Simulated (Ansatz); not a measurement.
PbF₂: where the heat goes in a short trajectory

Level of theory: DFT PBE+D3(BJ), scalar-relativistic, plane waves, PAW in Ansatz 0.2.0. Cutoff 420 eV, shifted (0.5, 0.5, 0.5 steps) 2×2×2 k-points, Fermi–Dirac smearing of 0.22 eV. The mesh is coarse. Spin–orbit coupling is left out, which can shift energies with elements as heavy as these. No spin polarisation.

18 atoms start on the lattice sites below (V = 345.8 Å³, 1.10 times the source cell's; static pressure -3.86 GPa, largest force component 0.00 eV/Å) with velocities drawn for 2600 K; Nosé–Hoover thermostat aiming at the same temperature, at which the real crystal may have melted, fixed cell, 117 steps of 1 fs.

```xyz
18
Lattice="3.0657 -3.0657 6.1314 6.1314 3.0657 3.0657 -3.0657 3.0657 6.1314" Properties=species:S:1:pos:R:3 pbc="T T T"
Pb    0.0000    0.0000    0.0000
Pb    3.0657    0.0000    3.0657
Pb    6.1314    0.0000    6.1314
Pb    0.0000    0.0000    6.1314
Pb    3.0657    3.0657    6.1314
Pb    3.0657    0.0000    9.1972
F     4.5986   -1.5329    7.6643
F     4.5986    1.5329    4.5986
F     7.6643    1.5329    7.6643
F     1.5329    1.5329    7.6643
F     4.5986    4.5986    7.6643
F     4.5986    1.5329   10.7300
F     1.5329   -1.5329    7.6643
F     1.5329    1.5329    4.5986
F     4.5986    1.5329    7.6643
F     4.5986    4.5986   10.7300
F     1.5329    4.5986    7.6643
F     1.5329    1.5329   10.7300
```

| t (fs) | T (K) | kinetic energy (meV/atom) | potential energy over the first frame (meV/atom) | P with the kinetic part (GPa) |
| --- | --- | --- | --- | --- |
| 0.0 | 2600 | 317.4 | 0.0 | -1.99 |
| 8.0 | 2494 | 304.5 | 12.9 | -1.89 |
| 16.0 | 2178 | 265.8 | 51.8 | -1.24 |
| 24.0 | 1769 | 216.0 | 102.3 | 0.00 |
| 32.0 | 1449 | 176.9 | 142.8 | 1.10 |
| 40.0 | 1331 | 162.4 | 159.3 | 1.72 |
| 48.0 | 1307 | 159.5 | 165.4 | 2.23 |
| 56.0 | 1230 | 150.2 | 178.8 | 2.70 |
| 64.0 | 1181 | 144.1 | 189.9 | 3.13 |
| 72.0 | 1275 | 155.7 | 184.6 | 3.22 |
| 80.0 | 1391 | 169.8 | 178.5 | 3.29 |
| 88.0 | 1435 | 175.2 | 182.5 | 3.62 |
| 96.0 | 1456 | 177.8 | 190.0 | 4.04 |
| 104.0 | 1512 | 184.5 | 193.7 | 4.00 |
| 112.0 | 1617 | 197.4 | 191.4 | 3.66 |

T counts 3N − 3 degrees of freedom. Means over every step of the second half, not only the rows shown: T = 1412 K, kinetic energy 172.4 meV/atom, potential energy 187.2 meV/atom, P = 3.54 GPa.

Does the potential energy follow equipartition for harmonic vibrations?

In a harmonic crystal each vibration holds as much potential as kinetic energy on average, here 172.4 meV/atom. The run has 187.2, a ratio of 1.09. That is near one, as for a crystal vibrating about its sites. So short a run gives a rough mean. T is still well under the temperature that the thermostat aims for.

Split the rise of pressure into the kinetic part and the rest. Can a thermal Grüneisen parameter be estimated?

The program counts the kinetic part as N k_B T/V = 1.01 GPa. The pressure lies 7.40 GPa over the static one in all, so the forces add 6.39 GPa. For a harmonic mode with ω ∝ V^(−γ) and an amplitude that scales with the cell, the forces add (2γ − 2/3)U/V, which needs no equipartition; when U equals the kinetic energy K, this and the kinetic part 2K/(3V) sum to the Mie–Grüneisen γE_th/V. With U = N × 187.2 meV, γ = 1/3 + V ΔP_forces/(2U) = 2.38, for harmonic vibrations a mean over the modes weighted by their potential energy, for uniform scaling of the cell (in a layered or otherwise anisotropic crystal this differs from γ under hydrostatic pressure). Most solids fall between 1 and 3, and tetrahedral, framework and layered ones often lower; anharmonic motion and pressure swings in a cell of 18 atoms make this value uncertain by tenths or more.

Cost: 1 run of about 5.6 core-minutes (earlier runs that led there not counted), on AMD EPYC 9R45 (Zen 5) (shared hosts).